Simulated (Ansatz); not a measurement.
Input and command of a calculation in Ansatz (plane waves; scalar-relativistic PAW potentials unless the input names others):

```yaml
crystal:
  lattice:
    - [4.2090600422, 0.0, 0.0]
    - [-2.1045300211, 3.6451529226, 0.0]
    - [0.0, 0.0, 9.7177984737]
  atoms:
    - { symbol: Cd, position: [0.6666666667, 0.3333333333, 0.8413559149] }
    - { symbol: Cd, position: [0.3333333333, 0.6666666667, 0.3413559149] }
    - { symbol: I, position: [0.6666666667, 0.3333333333, 0.5336440851] }
    - { symbol: I, position: [0.3333333333, 0.6666666667, 0.0336440851] }
basis:
  ecutwfc: "30 meV"
kpoints:
  mp_grid: { grid: [12, 12, 6] }
hamiltonian:
  xc: pbesol
scf:
  occupations: { method: gaussian, width: 0.1 }
  max_iter: 80
output:
  forces: true
  eigenvalues: true
  stress: true
```

```bash
ansatz run input.yaml --threads 1 --pin off --max-ram 2560MiB --backend cpu --events-out ev --progress --plain --runs-dir out
```

Question: What will the program do with this input?

Answer: The program refuses it, because of a cutoff in the wrong unit (basis.ecutwfc: 420 → "30 meV"). With the sound run's settings it is accepted.

Abridged log:
```
Error: inconsistent input (basis.ecutwfc, kpoints): the smallest per-k basis holds n_pw = 0 plane waves (k-point 1, counted from 0 among those solved) but the deck needs at least 38 band(s) per channel, and no run solves more bands than the smallest per-k basis has plane waves; raise basis.ecutwfc until the smallest per-k basis, which caps the automatic band count, holds at least 38 plane waves
```

Cost: 1 run of about 0.0055 core-minutes, on Intel Xeon Platinum 8259CL (Skylake/Cascade Lake) (shared hosts).